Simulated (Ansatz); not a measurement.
A crystal relaxed with r2SCAN+rVV10 in Ansatz 0.2.0 has space group Pbcm (No. 57) and a = 5.930 Å, b = 5.507 Å, c = 4.707 Å.

```tsv
atom	site	x	y	z
Xx	4d	0.7298	0.4891	0.7500
O	4d	0.6330	0.0928	0.7500
```

r2SCAN gives an indirect gap of 2.46 eV, from Γ to k = (0.438, -1/2, 0.365); the least direct gap is 2.74 eV at k = (0.438, -1/2, 0.365). With HSE06 the valence top lies at Γ and the conduction bottom at k = (0.438, -1/2, 0.365), 2.95 eV higher; the smallest vertical gap, at k = (0.438, -1/2, 0.365), is 3.26 eV. Meshes: r2SCAN 6×4×6, HSE06 4×4×4.

Q: Which element is Xx?
A. Si
B. C
C. Ge
D. Pb

A: D. Xx is Pb: an 8-atom cell of PbO (Pbcm) from a materials database. Pb has 4 O at 2.23–2.46 Å; O has 4 Pb at 2.23–2.46 Å.

No spin polarisation and no zero-point or thermal motion.

Spin-orbit coupling is left out; in compounds of Pb, Bi, Tl or Hg it can lower a gap by up to about 1 eV, split its edges or invert the bands.

Where an edge lies off the special points, it is a point of the mesh or the k point where a search put PBE's edge or least direct gap, reused for the other functionals, whose own edges may lie a little apart.

Coordinates of k points refer to the reciprocal vectors of the primitive cell of the runs.

The meshes of the hybrids are coarse, so their gaps aren't converged to the digits shown.
